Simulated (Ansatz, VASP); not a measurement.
CdS (Hawleyite) in VASP and in Ansatz

```
Cd S
1.0
     0.00000    2.91650    2.91650
     2.91650    0.00000    2.91650
     2.91650    2.91650    0.00000
Cd S
1 1
Direct
  0.00000 0.00000 0.00000
  0.75000 0.75000 0.75000
```

Alike in both runs: task single point; functional PBE; k mesh 8 × 8 × 8; occupations gaussian, width 0.018 eV; no spin polarisation.

```csv
,VASP,Ansatz
version,VASP 6.6.1,Ansatz 0.2.0
potentials or method,"VASP PAW PBE potentials, release 64 (Cd, S)",Ansatz PAW
plane-wave cutoff (eV),520,420
valence electrons in the cell,18,26
```

VASP gave:

- gap on the k mesh at the Fermi level (eV): 1.15
- least direct gap on the mesh (eV): 1.15
- pressure (GPa): 3.2

Question: Which values does Ansatz return?

Answer: gap on the k mesh at the Fermi level (eV): 1.15; least direct gap on the mesh (eV): 1.15; pressure (GPa): 2.8.

The two sets of potentials don't hold the same shells in valence.
